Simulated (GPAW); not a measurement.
# TePb (Fm-3m) in GPAW: settings compared, part 2 of 3

GPAW 26.7.0.

## (3) Dielectric tensor, RPBE

Contents of run.py:

```python
import numpy as np
from ase import Atoms
from ase.dft.bandgap import bandgap
from ase.io import write
from gpaw import GPAW, PW
from gpaw.response.df import DielectricFunction

atoms = Atoms(['Pb', 'Te'],
              cell=[[0.0, 3.231, 3.231],
                    [3.231, 0.0, 3.231],
                    [3.231, 3.231, 0.0]],
              scaled_positions=[[0.0, 0.0, 0.0],
                                [0.5, 0.5, 0.5]],
              pbc=True)

calc = GPAW(mode=PW(450),
            xc='RPBE',
            kpts={'size': (6, 6, 6), 'gamma': True},
            occupations={'name': 'fermi-dirac', 'width': 0.001},
            nbands=19,
            convergence={'density': 1e-06},
            maxiter=150,
            txt='gpaw.txt')
atoms.calc = calc
energy = atoms.get_potential_energy()
calc.write('gs.gpw')
write('result.traj', atoms)
print(f'Energy: {energy:.6f} eV')
print('Fermi level:', round(calc.get_fermi_level(), 4), 'eV')
print(f'Gap: {bandgap(calc)[0]:.4f} eV, direct: {bandgap(calc, direct=True)[0]:.4f} eV')

for size in [(18, 18, 18)]:
    name = 'x'.join(str(n) for n in size)
    dense = calc.fixed_density(kpts={'size': size, 'gamma': True},
                               nbands=36, convergence={'bands': 30, 'eigenstates': 1e-7},
                               update_fermi_level=True, txt=f'dense-{name}.txt')
    dense.write(f'{name}.gpw', mode='all')
    df = DielectricFunction(f'{name}.gpw', frequencies=np.array([0.0]), hilbert=False, eta=0.001,
                            ecut=80, nbands=30, intraband=False, txt=f'df-{name}.txt')
    for xc in ['RPA']:
        for direction in ['x', 'y', 'z', [0, 1, 1], [1, 0, 1], [1, 1, 0]]:
            e0, e = df.get_macroscopic_dielectric_constant(xc=xc, direction=direction)
            print(f'{name} {xc} {direction}: {e0:.4f} without, {e:.4f} with local fields')
```

Potentials or basis: the program's PAW data sets (release 1.2.1) made for this functional, pw.

On the command line:

```bash
OMP_NUM_THREADS=1 python run.py
```

gpaw.txt:

```text
__  _  _
 | _ |_)|_||  |
 |__||  | ||/\| - 26.7.0

Input parameters:
  mode=PW(ecut=450.00000000000006),
  convergence={'density': 1e-06},
  kpts=MonkhorstPack(size=(6, 6, 6), gamma=True),
  maxiter=150,
  nbands=19,
  occupations=Occupations(name='fermi-dirac', width=0.001),
  xc=XC(name='RPBE')

Diagonalizing LCAO Hamiltonian
Converting LCAO to pw mode

                 Te

       Pb

Atoms  # Å, Bohr magnetons
|   | symbol |        x |        y |        z |    initial magnetic moments |
|---|--------|----------|----------|----------|-----------------------------|
| 0 |     Pb | 0.000000 | 0.000000 | 0.000000 | ( 0.0000,  0.0000,  0.0000) |
| 1 |     Te | 3.231000 | 3.231000 | 3.231000 | ( 0.0000,  0.0000,  0.0000) |

Unit cell  # Å
| periodic |        x |        y |        z |  lengths |    angles |
|----------|----------|----------|----------|----------|-----------|
|      yes | 0.000000 | 3.231000 | 3.231000 | 4.569324 | 60.000000 |
|      yes | 3.231000 | 0.000000 | 3.231000 | 4.569324 | 60.000000 |
|      yes | 3.231000 | 3.231000 | 0.000000 | 4.569324 | 60.000000 |

Number of symmetries: 48
Symmetry operations  # r_c * U_cc + t_c -> r_c
|    | kind |            matrix            |
|----|------|------------------------------|
|  0 |  σ   |  1, 0, 0,  1, 0,-1,  1,-1, 0 |
|  1 |  C2  |  1, 0, 0,  1,-1, 0,  1, 0,-1 |
|  2 |  E   |  1, 0, 0,  0, 1, 0,  0, 0, 1 |
|  3 |  σ   |  1, 0, 0,  0, 0, 1,  0, 1, 0 |
|  4 |  C4  |  1, 0,-1,  1, 0, 0,  1,-1, 0 |
|  5 |  S6  |  1, 0,-1,  1,-1, 0,  1, 0, 0 |
|  6 |  σ   |  1, 0,-1,  0, 1,-1,  0, 0,-1 |
|  7 |  C3  |  1, 0,-1,  0, 0,-1,  0, 1,-1 |
|  8 |  S6  |  1,-1, 0,  1, 0, 0,  1, 0,-1 |
|  9 |  C4  |  1,-1, 0,  1, 0,-1,  1, 0, 0 |
| 10 |  C3  |  1,-1, 0,  0,-1, 1,  0,-1, 0 |
| 11 |  σ   |  1,-1, 0,  0,-1, 0,  0,-1, 1 |
| 12 |  σ   |  0, 1, 0,  1, 0, 0,  0, 0, 1 |
| 13 |  C4  |  0, 1, 0,  0, 1,-1, -1, 1, 0 |
| 14 |  C3  |  0, 1, 0,  0, 0, 1,  1, 0, 0 |
| 15 |  S6  |  0, 1, 0, -1, 1, 0,  0, 1,-1 |
| 16 |  C2  |  0, 1,-1,  1, 0,-1,  0, 0,-1 |
| 17 |  σ   |  0, 1,-1,  0, 1, 0, -1, 1, 0 |
| 18 |  S4  |  0, 1,-1,  0, 0,-1,  1, 0,-1 |
| 19 |  C4  |  0, 1,-1, -1, 1, 0,  0, 1, 0 |
| 20 |  C3  |  0, 0, 1,  1, 0, 0,  0, 1, 0 |
| 21 |  σ   |  0, 0, 1,  0, 1, 0,  1, 0, 0 |
| 22 |  S6  |  0, 0, 1,  0,-1, 1, -1, 0, 1 |
| 23 |  C4  |  0, 0, 1, -1, 0, 1,  0,-1, 1 |
| 24 |  S4  |  0, 0,-1,  1, 0,-1,  0, 1,-1 |
| 25 |  C3  |  0, 0,-1,  0, 1,-1,  1, 0,-1 |
| 26 |  C2  |  0, 0,-1,  0,-1, 0, -1, 0, 0 |
| 27 |  S6  |  0, 0,-1, -1, 0, 0,  0,-1, 0 |
| 28 |  S4  |  0,-1, 1,  1,-1, 0,  0,-1, 0 |
| 29 |  C4  |  0,-1, 1,  0, 0, 1, -1, 0, 1 |
| 30 |  C2  |  0,-1, 1,  0,-1, 0,  1,-1, 0 |
| 31 |  σ   |  0,-1, 1, -1, 0, 1,  0, 0, 1 |
| 32 |  C3  |  0,-1, 0,  1,-1, 0,  0,-1, 1 |
| 33 |  S6  |  0,-1, 0,  0, 0,-1, -1, 0, 0 |
| 34 |  S4  |  0,-1, 0,  0,-1, 1,  1,-1, 0 |
| 35 |  C2  |  0,-1, 0, -1, 0, 0,  0, 0,-1 |
| 36 |  C2  | -1, 1, 0,  0, 1, 0,  0, 1,-1 |
| 37 |  S6  | -1, 1, 0,  0, 1,-1,  0, 1, 0 |
| 38 |  S4  | -1, 1, 0, -1, 0, 1, -1, 0, 0 |
| 39 |  C3  | -1, 1, 0, -1, 0, 0, -1, 0, 1 |
| 40 |  S6  | -1, 0, 1,  0, 0, 1,  0,-1, 1 |
| 41 |  C2  | -1, 0, 1,  0,-1, 1,  0, 0, 1 |
| 42 |  C3  | -1, 0, 1, -1, 1, 0, -1, 0, 0 |
| 43 |  S4  | -1, 0, 1, -1, 0, 0, -1, 1, 0 |
| 44 |  C2  | -1, 0, 0,  0, 0,-1,  0,-1, 0 |
| 45 |  i   | -1, 0, 0,  0,-1, 0,  0, 0,-1 |
| 46 |  σ   | -1, 0, 0, -1, 1, 0, -1, 0, 1 |
| 47 |  C2  | -1, 0, 0, -1, 0, 1, -1, 1, 0 |

BZ-sampling:
  Number of BZ points: 216
  Number of IBZ points: 16

  Monkhorst-Pack size: [6, 6, 6]
  Monkhorst-Pack shift: [0.08333333333333333, 0.08333333333333333, 0.08333333333333333]

K-points  # in reciprocal-cell coordinates
|     |                                coordinates |     weight |
|-----|--------------------------------------------|------------|
|   0 | (  0.00000000,   0.00000000,   0.00000000) | 0.00462963 |
|   1 | (  0.16666667,   0.16666667,   0.00000000) | 0.02777778 |
|   2 | (  0.16666667,   0.16666667,   0.16666667) | 0.03703704 |
|   3 | (  0.33333333,   0.16666667,   0.16666667) | 0.05555556 |
|   4 | (  0.33333333,   0.33333333,  -0.33333333) | 0.05555556 |
|   5 | (  0.33333333,   0.33333333,   0.00000000) | 0.02777778 |
|   6 | (  0.33333333,   0.33333333,   0.16666667) | 0.11111111 |
|   7 | (  0.33333333,   0.33333333,   0.33333333) | 0.03703704 |
|   8 | (  0.50000000,   0.33333333,  -0.33333333) | 0.11111111 |
|   9 | (  0.50000000,   0.33333333,  -0.16666667) | 0.05555556 |
| ... |                                            |            |
|  15 | (  0.50000000,   0.50000000,   0.50000000) | 0.01851852 |

Plane wave coefficients: 1484
Cutoff: 450.00000000000006 eV

Spin-components: 1 (collinear spins)
Bands:           19
Projectors:      11
Spin-degeneracy: 2
Datatype:        complex128

Parallelization:
  kpt:    1
  domain: 1
  band:   1

Density:
  Valence electrons: 20.0
  Components: 1
  Grid points: [24 24 24]
  Charge: 0.0  # |e|

Potential:
  Grid points: [24 24 24]

species:
  Pb:
    name:    Lead
    Z:       82.0
    valence: 14
    core:    68
    charge:  0.0  # [|e|]
    compensation charges:
      type: gauss
      rc: 0.38  # [Å]
      lmax: 2
    cutoffs:
      filter: 2.36  # [Å]
      core: 2.43  # [Å]
    projectors
    | kind |    occ | energy [eV] | rcut [Å] |
    |------|--------|-------------|----------|
    |   6s |  2.000 |     -11.900 |    1.259 |
    |   6p |  2.000 |      -3.434 |    1.275 |
    |   5d | 10.000 |     -21.207 |    1.217 |
    |    s |        |      15.312 |    1.259 |
    |    p |        |      23.777 |    1.275 |
    |    d |        |       6.004 |    1.217 |

    Using partial waves for Pb as LCAO basis

  Te:
    name:    Tellurium
    Z:       52.0
    valence: 6
    core:    46
    charge:  0.0  # [|e|]
    compensation charges:
      type: gauss
      rc: 0.36  # [Å]
      lmax: 2
    cutoffs:
      filter: 2.09  # [Å]
      core: 3.17  # [Å]
    projectors
    | kind |    occ | energy [eV] | rcut [Å] |
    |------|--------|-------------|----------|
    |   5s |  2.000 |     -15.026 |    1.180 |
    |   5p |  4.000 |      -5.917 |    1.196 |
    |    s |        |      12.185 |    1.180 |
    |    p |        |      21.294 |    1.196 |
    |    d |        |       0.000 |    1.238 |

    Using partial waves for Te as LCAO basis

Reference energy: -752089.920900  # eV

eigensolver:
  PPCG
  Converge bands: occupied
  niter=2

density mixing:
  MSR1-Mixer
  Pratt-step length: 0.05
  Maximum mixing coefficient: 0.75
  Old densities: 10
  SVD Regularization: 0.005
  Good broyden scale: 1.0
  Trust region scale: 1.0
  Backstep threshold: 4.0
  History deletion threshold: 6.0
  Fourier metric: weight=20.0, sigma=0.015

occupation numbers:
  Fermi-Dirac:
    width: 0.0010  # eV

poisson solver:
  ecut: 3600.0000000000005  # eV

xc functional:
  name: RPBE with 2 nearest neighbor stencil

convergence criteria:
- Maximum integral of absolute [dens]ity change: 1e-06 electrons / valence electron
- Maximum [total energy] change in last 3 cyles: 0.0005 eV / valence electron
- Maximum integral of absolute [eigenst]ate change: 4e-08 eV^2 / valence electron
maximum number of iterations: 150

SCF iterations
|iter     | |      energy | eigst |  dens |
|---------|-|-------------|-------|-------|
|iter:   1| |   -7.151928 | -0.16 |       |
|iter:   2| |   -7.129513 | -2.02 | -1.34 |
|iter:   3| |   -7.042431 | -2.04 | -1.38 |
|iter:   4| |   -7.045758 | -3.81 | -2.00 |
|iter:   5| |   -7.046716c| -4.20 | -2.39 |
|iter:   6| |   -7.046739c| -5.62 | -3.27 |
|iter:   7| |   -7.046741c| -6.68 | -3.87 |
|iter:   8| |   -7.046741c| -7.55c| -4.53 |
|iter:   9| |   -7.046741c| -7.86c| -5.28 |
|iter:  10| |   -7.046741c| -8.78c| -5.74 |
|iter:  11| |   -7.046741c| -9.12c| -6.26c|

Converged in 11 steps
Energy contributions relative to reference atoms: (reference = -752089.920900)

Energy contributions:
  Kinetic:          22.800632
  Coulomb:         -22.809987
  Zero:              0.165233
  External:          0.000000
  Xc:               -7.202619
  Entropy:          -0.000000
  Spinorbit:         0.000000
  ----------------------------
  Free energy:      -7.046741
  Extrapolated:     -7.046741

dipole moment: (-27.279141, -27.279141, -27.279141)  # |e|*Ang

Fermi level: 6.356
Eigenvalues  # (at kpt = [0.000, 0.000, 0.000])
| band index |      eig [eV] | occ [0-2] |
|------------|---------------|-----------|
|          0 |       -10.997 |     2.000 |
|        ... |               |           |
|          2 |       -10.987 |     2.000 |
|          3 |       -10.987 |     2.000 |
|          4 |       -10.987 |     2.000 |
|          5 |        -6.189 |     2.000 |
|          6 |         0.299 |     2.000 |
|          7 |         4.413 |     2.000 |
[... 9 lines left out ...]
|         17 |        13.531 |     0.000 |
|         18 |        13.821 |     0.000 |

Gap: 0.754 eV
Transition (v -> c):
  (s=0, k=15, n=9, [0.50, 0.50, 0.50]) -> (s=0, k=15, n=10, [0.50, 0.50, 0.50])
No difference between direct/indirect transitions
# Writing to gs.gpw (mode='')
```

Run time: 5.1 min. Hardware: 1 thread of Arm Neoverse V1, shared host; peak memory 0.52 GiB.

What came out:

- Free energy: -7.0467 eV
- Band gap on the k mesh: 0.75 eV, direct
- Electronic dielectric tensor (diagonal): 26.10

Electronic dielectric tensor:
```
26.10  0.00  0.00
 0.00 26.10  0.00
 0.00  0.00 26.10
```

Caveat: the long-wavelength limit can be off by a per cent or two; spin-orbit coupling is left out, which as a rule narrows the gap of such compounds by several tenths of an eV.

(Continued in part 3 of 3.)
